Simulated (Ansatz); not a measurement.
## Ti: band structure with BLYP

Ti:

```
Ti
1.0
     0.00000    2.03000    2.03000
     2.03000    0.00000    2.03000
     2.03000    2.03000    0.00000
Ti
1
Direct
  0.00000 0.00000 0.00000
```

This isn't the form of Ti at room conditions, which is hcp.

```json
{"Program": "Ansatz 0.2.0", "Task": "band structure", "Functional": "BLYP", "Potentials or basis": "Ansatz PAW", "Cutoff": "420 eV (not typed: the program's choice for these potentials)", "k mesh": "11 × 11 × 11", "Occupations": "fermi-dirac, width 0.05 eV", "Spin": "no spin polarisation", "Path": "[[\"G\", \"X\", \"W\", \"K\", \"G\", \"L\", \"U\", \"W\", \"L\", \"K\"], [\"U\", \"X\"]]", "Points for each segment of the path": "14"}
```

| Property | Result |
| --- | --- |
| Pressure | 6.6 GPa |
| Band gap on the k mesh | none (metal or under the smearing width) |

Levels at the corners of the path, in eV from the Fermi level:
```csv
point,band 2,band 3,band 4,band 5,band 6,band 7,band 8,band 9,band 10,band 11
Γ,-32.41,-32.41,-32.41,-6.00,0.84,0.84,0.84,2.55,2.55,15.59
X,-33.12,-32.68,-32.68,-2.66,-1.84,3.18,3.67,3.95,3.95,11.03
W,-32.90,-32.90,-32.69,-1.56,-0.39,-0.39,2.18,3.95,8.80,8.80
K,-33.00,-32.85,-32.62,-1.78,-1.27,0.75,2.65,3.51,7.52,8.29
Γ,-32.41,-32.41,-32.41,-6.00,0.84,0.84,0.84,2.55,2.55,15.59
L,-33.17,-32.51,-32.51,-2.63,0.73,0.73,0.92,3.67,3.67,8.57
U,-33.00,-32.85,-32.62,-1.78,-1.27,0.75,2.65,3.51,7.52,8.29
W,-32.90,-32.90,-32.69,-1.56,-0.39,-0.39,2.18,3.95,8.80,8.80
L,-33.17,-32.51,-32.51,-2.63,0.73,0.73,0.92,3.67,3.67,8.57
K,-33.00,-32.85,-32.62,-1.78,-1.27,0.75,2.65,3.51,7.52,8.29
U,-33.00,-32.85,-32.62,-1.78,-1.27,0.75,2.65,3.51,7.52,8.29
X,-33.12,-32.68,-32.68,-2.66,-1.84,3.18,3.67,3.95,3.95,11.03
```

Run time: 0.92 s on 2 threads of Arm Neoverse V1, with other jobs on the host, peak memory 0.26 GiB.

Caveat: the PAW data sets come from PBE, with cores solved anew for the run's functional, which leaves a small shift of forces and pressure.
